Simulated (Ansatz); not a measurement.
Crystal: TiTe2.

```
Te Ti
1.0
     3.77700    0.00000    0.00000
    -1.88850    3.27098    0.00000
     0.00000    0.00000    6.49800
Te Ti
2 1
Direct
  0.33333 0.66667 0.73720
  0.66667 0.33333 0.26280
  0.00000 0.00000 0.00000
```

```yaml
Program: Ansatz 0.2.0
Task: relaxation of cell and atoms
Functional: BLYP
Potentials_or_basis: Ansatz PAW
Cutoff: "420 eV (not typed: the program's choice for these potentials)"
k_mesh: 8 × 8 × 4
Occupations: fermi-dirac, width 0.05 eV
Spin: no spin polarisation
```

At the start: volume 26.76 Å³/atom.

Q: How do energy, volume and symmetry change on relaxing?

A: It ends after 23 steps and the volume is 44.01 Å³/atom (+64.5 %); space group P-3m1 (No. 164, to 0.05 Å).

Step by step:
| step | energy change (eV) | largest force (eV/Å) | volume (Å³) |
| --- | --- | --- | --- |
| 1 | 0.0000 | 0.0383 | 80.28 |
| 2 | -0.1692 | 0.0668 | 92.17 |
| 3 | -0.1877 | 0.0114 | 93.76 |
| 4 | -0.2010 | 0.0655 | 96.78 |
| 5 | -0.2023 | 0.0188 | 98.96 |
| 6 | -0.2029 | 0.0056 | 98.37 |
| 7 | -0.2163 | 0.0041 | 98.37 |
| 8 | -0.2234 | 0.0118 | 100.93 |
| 9 | -0.2308 | 0.0259 | 104.98 |
| 10 | -0.2337 | 0.0007 | 109.04 |
| 11 | -0.2336 | 0.0015 | 110.08 |
| 12 | -0.2389 | 0.0015 | 110.08 |
| 13 | -0.2413 | 0.0042 | 112.64 |
| 14 | -0.2438 | 0.0402 | 116.93 |
| 15 | -0.2438 | 0.0830 | 121.16 |
| 16 | -0.2447 | 0.0081 | 121.39 |
| 17 | -0.2481 | 0.0082 | 121.39 |
| 18 | -0.2490 | 0.0002 | 123.51 |
| 19 | -0.2499 | 0.0133 | 126.67 |
| 20 | -0.2503 | 0.0248 | 130.87 |
| 21 | -0.2501 | 0.0069 | 132.59 |
| 22 | -0.2502 | 0.0051 | 132.04 |
| 23 | -0.2525 | 0.0051 | 132.04 |

Final structure:
```xyz
3
Lattice="3.9122 0.0000 0.0000 -1.9561 3.3880 0.0000 0.0000 0.0000 9.9619" Properties=species:S:1:pos:R:3 pbc="T T T"
Te    0.0000    2.2587    8.2579
Te    1.9561    1.1293    1.7039
Ti    0.0000    0.0000    0.0000
```

Caveat: the volume moved by over 15 % at a fixed basis, so the end points are rough; the plane-wave basis is chosen anew once the cell has moved, so the energies of steps on either side of that aren't comparable; this functional lacks dispersion, which binds the layers, so the pressure and a relaxed spacing across them are unreliable, and here the layers came unbound; the volume moved by +64 % from the deposited cell, more than functionals usually miss; the PAW data sets come from PBE, with cores solved anew for the run's functional, which leaves a small shift of forces and pressure.
